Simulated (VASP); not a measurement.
Set up this calculation in VASP 6.6.1, as the native input.

| Item | Value |
| --- | --- |
| Task | relaxation of the atoms |
| Functional | r2SCAN |
| Potentials or basis | VASP PAW PBE potentials, release 64 (Cd, Te) |
| Cutoff | 600 eV |
| k mesh | 8 × 8 × 8 |
| Occupations | gaussian, width 0.03 eV |
| Spin | no spin polarisation |
| Further INCAR settings | ALGO = Normal; EDIFF = 1e-07; IBRION = 2; EDIFFG = -0.01; NSW = 40 |

The structure of CdTe lies in POSCAR:

```
CdTe                                    
1.0
    0.0000000000      3.2583897271      3.2583897271
    3.2583897271      0.0000000000      3.2583897271
    3.2583897271      3.2583897271      0.0000000000
  Cd              Te            
     1     1
Direct
     0.0000000000000000    0.0000000000000000    0.0000000000000000
     0.2500000000000000    0.2500000000000000    0.2500000000000000
```

The cell isn't the ideal one: a relaxed cell with its volume scaled by 0.98.

The input as run:

INCAR

```
PREC     = Accurate       # precision mode
ENCUT    = 600            # plane-wave cutoff, eV
EDIFF    = 1E-7           # SCF threshold, eV
ISMEAR   = 0              # smearing method
SIGMA    = 0.03           # smearing width, eV
LREAL    = False          # projectors in reciprocal space
LASPH    = True           # aspherical terms in the spheres
NELM     = 80             # most SCF steps
ALGO     = Normal         # electronic algorithm
ISIF     = 2              # what is computed and relaxed
LWAVE    = False          # write WAVECAR
LCHARG   = False          # write CHGCAR
METAGGA  = R2SCAN         # meta-GGA
LMIXTAU  = True         
IBRION   = 2              # ionic algorithm
NSW      = 40             # ionic steps
EDIFFG   = -0.01          # ionic threshold
```

KPOINTS

```
regular mesh
0
Gamma
  8 8 8
```

Potentials or basis: VASP PAW PBE potentials, release 64 (Cd, Te).

Command:

```console
$ cat potpaw_PBE.64/Cd/POTCAR potpaw_PBE.64/Te/POTCAR > POTCAR
$ mpirun -np 1 vasp_std > vasp.out
```

It gave:

The pressure after relaxing is 0.9 GPa and the band gap on the k mesh is 1.22 eV, direct.

Caveat: the relaxation stopped at its first step, so nothing moved; the PAW data sets were made with another functional, which shifts forces and pressure a little; spin-orbit coupling is left out, which moves the levels of the heavy elements.

Wall time 3 min on 1 thread of AMD EPYC 9R14 (Zen 4) (shared host), peak memory 0.24 GiB.
